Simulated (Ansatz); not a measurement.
MnSb:

```xyz
4
Lattice="4.1500 0.0000 0.0000 -2.0750 3.5940 0.0000 0.0000 0.0000 5.7800" Properties=species:S:1:pos:R:3 pbc="T T T"
Sb    2.0750    1.1980    4.3350
Sb    0.0000    2.3960    1.4450
Mn    0.0000    0.0000    2.8900
Mn    0.0000    0.0000    0.0000
```

Base run:

```yaml
Program: Ansatz 0.2.0
Functional: PBEsol
Potentials_or_basis: Ansatz PAW
Cutoff: "420 eV (not typed: the program's choice for these potentials)"
k_mesh: 7 × 7 × 5
Occupations: fermi-dirac, width 0.05 eV
Spin: collinear spin, ferromagnetic start
Starting_moments: "[0.0, 0.0, 4.0, 4.0] μB"
Hubbard_terms: Mn d U = 2 eV
```

Its results: band gap on the k mesh none (metal or under the smearing width); pressure -0.5 GPa; net moment 7.63 μB per cell; site moments Sb -0.15; Mn +3.91 μB.

**Question.** After a change of settings the same cell gave: band gap on the k mesh none (metal or under the smearing width); pressure 4.7 GPa; net moment 8.13 μB per cell; site moments Sb -0.19; Mn +4.19 μB. Which change was it?
A. hubbard terms from Mn d U = 2 eV to none; hubbard projectors from ortho-atomic (the default) to none
B. hubbard terms from Mn d U = 2 eV to Mn d U = 4 eV
C. hubbard terms from Mn d U = 2 eV to Mn d U = 6 eV

**Answer.** B.

Caveats: the magnetic or orbital state may not be the lowest; only a ferromagnetic start was run, and an antiferromagnetic order may lie lower in energy; the PAW data sets come from PBE, with cores solved anew for the run's functional, which leaves a small shift of forces and pressure; the U is typed as a test and isn't derived for this compound; the density of states is complete only up to the lowest level of the last band computed.
